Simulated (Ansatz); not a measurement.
Theory: DFT PBE, scalar-relativistic, plane waves, PAW in Ansatz. Settings: cutoff 420 eV, Γ-centred meshes spaced at most about 0.3 Å⁻¹, and about 0.25 Å⁻¹ or finer for metals (2π included), Gaussian smearing. No spin polarisation.

All energies are static (0 K, no zero-point motion).

Two forms of Si₄O were relaxed alike.

A.

```
CELL_PARAMETERS angstrom
5.14630 0.00000 0.00000
0.00000 5.14630 0.00000
0.00000 0.00000 2.54730
ATOMIC_POSITIONS crystal
Si 0.68508 0.84893 0.50000
Si 0.31492 0.15107 0.50000
Si 0.15107 0.68508 0.50000
Si 0.84893 0.31492 0.50000
O 0.50000 0.50000 0.00000
```

B.

```
CELL_PARAMETERS angstrom
-2.00138 2.00138 4.71675
2.00138 -2.00138 4.71675
2.00138 2.00138 -4.71675
ATOMIC_POSITIONS crystal
Si 0.65734 0.65734 0.00000
Si 0.50000 0.00000 0.50000
Si 0.00000 0.50000 0.50000
Si 0.34265 0.34265 0.00000
O 0.00000 0.00000 0.00000
```

Problem. Which would you expect to be lower, and how large is the difference?

Solution. B is lower, by 238 meV/atom. A has space group P4/m (No. 83), 13.5 Å³/atom and no gap on its mesh; B has space group I4/mmm (No. 139), 15.1 Å³/atom and no gap. Counting Si atoms around O (those within 1.25 times the shortest such distance or 1.15 times the sum of covalent radii, 1.27 where that leaves under three; the shortest distance is added where it exceeds 1.18 times the sum of covalent radii), A has O 8 from 2.4 Å and B has O 4. A holds Si–Si bonds in all directions (shortest 2.46 Å); B holds Si–Si nets (shortest 2.49 Å). In A, Si is surrounded by 2 O at 2.40 Å, 5 Si at 2.46–2.55 Å and 2 Si at 2.87 Å; O has 8 Si at 2.40 Å and 2 O at 2.55 Å. In B, Si on a site of symmetry 4mm is surrounded by 4 Si at 2.49 Å; Si on a site of symmetry mmm is surrounded by 2 O at 2.00 Å and 4 Si at 2.49 Å; O is surrounded by 4 Si at 2.00 Å. Both come from invented guesses.

No dispersion correction is applied, so the spacing and binding between layers, chains or molecules are poorly described (I4/mmm), and this can change margins and order among such cells. Cells relaxed within their symmetry can be saddle points.
